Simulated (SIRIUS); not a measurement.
## Na under changes of volume

One of the cells (37.814 Å³/atom); the others are scaled copies at fixed shape and fractional positions:

```
Na
1.0
     3.76700    0.00000    0.00000
    -1.88350    3.26232    0.00000
     0.00000    0.00000    6.15400
Na
2
Cartesian
  1.8835 1.0874 4.6155
  0.0000 2.1749 1.5385
```

This isn't the form of Na at room conditions, which is bcc.

```yaml
Program: SIRIUS 7.10.0
Functional: PBE
Potentials_or_basis: PseudoDojo 0.4.1 PBE standard (scalar relativistic)
Cutoff: 1202 eV
Density_cutoff: 4809 eV
k_mesh: 8 × 8 × 5
Occupations: fermi-dirac, width 0.05 eV
Spin: no spin polarisation
```

```csv
volume (Å³/atom),energy over the lowest point (meV/atom),pressure (GPa)
35.545,1.80,0.4
36.301,?,?
37.057,0.00,0.0
37.814,0.26,-0.1
38.570,1.37,-0.3
39.326,2.98,-0.4
40.083,5.12,-0.5
```

What does the run at 36.301 Å³/atom give?

Energy over the lowest point 0.49 meV/atom; pressure 0.2 GPa.

Worked out: A Birch-Murnaghan fit of order 3 (a polynomial in V^(-2/3)) to the other rows has its minimum at 37.09 Å³/atom with B0 = V·E''(V) = 8.2 GPa and B' = 6.0 at fixed shape and positions, which overstates the stiffness. It gives 0.43 meV/atom at 36.301 Å³/atom, against the run's 0.49, and -dE/dV = 0.2 GPa, against 0.2.

Energies are extrapolated to zero smearing.
